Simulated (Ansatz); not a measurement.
Consider LaAlO₃ in the cubic perovskite structure (space group Pm-3m, No. 221; a = 3.8124 Å).

Method: Ansatz (a program for electronic structure) PBE, scalar-relativistic without spin-orbit coupling.

For the base:

| Item | Result |
|---|---|
| Band gap | 3.50 eV |
| Smallest direct gap | 3.63 eV |
| Electron mass | 0.50, 0.71 mₑ (at Γ) |

It is then changed as follows: a hydrostatic pressure of 1.8 GPa.

Q: How does this affect the band gap?

A: The band gap goes up by 0.02 eV, from 3.50 eV to 3.52 eV.

Q: Predict the new smallest direct gap.

A: The smallest direct gap stays 3.63 eV.

Q: Predict the new electron mass.

A: The electron mass (degenerate bands, along [100]) goes from 0.50, 0.71 mₑ (at Γ) to 0.49, 0.70 mₑ (at Γ).

Load acts through the strain it causes; cell and atoms are relaxed under it. Effective masses come from finite differences of ±0.01 Å⁻¹. Whether these cells are dynamically stable was not tested. Many cubic perovskites are stable only at high temperature; tilts and polar distortions were not tested.
